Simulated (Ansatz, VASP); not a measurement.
KMgF3 in VASP and in Ansatz

```xyz
5
Lattice="3.9859 0.0000 0.0000 0.0000 3.9859 0.0000 0.0000 0.0000 3.9859" Properties=species:S:1:pos:R:3 pbc="T T T"
K     1.9929    1.9929    1.9929
Mg    0.0000    0.0000    0.0125
F     1.9929    0.0000    0.0000
F     0.0000    1.9929    0.0000
F     0.0000    0.0000    1.9929
```

Change from the starting cell: all Mg atoms moved +0.013 Å, as atom 2 along Cartesian [0 0 1].

Alike in both runs: task single point; functional PBEsol; k mesh 6 × 6 × 6; occupations gaussian, width 0.05 eV; no spin polarisation.

```csv
,VASP,Ansatz
version,VASP 6.6.1,Ansatz 0.2.0
potentials or method,"VASP PAW PBE potentials, release 64 (K_sv, Mg, F)","scalar-relativistic, plane waves, PAW"
plane-wave cutoff (eV),520,420
valence electrons in the cell,32,40
```

VASP gave:

* gap on the k mesh at the Fermi level (eV): 7.12
* least direct gap on the mesh (eV): 7.45
* pressure (GPa): -0.1
* rms of the force components (eV/Å): 0.037

Problem. Which values does Ansatz return?

Solution. gap on the k mesh at the Fermi level (eV): 7.15; least direct gap on the mesh (eV): 7.47; pressure (GPa): 0.3; rms of the force components (eV/Å): 0.036.

Atom by atom the forces differ by 0.000 eV/Å (rms over components). With one functional, cell and mesh, what is left measures potentials, basis and numerics. The two sets of potentials don't hold the same shells in valence.

Caveats: the PAW data sets were made with another functional, which shifts forces and pressure a little (VASP). A k mesh can miss the band edges.
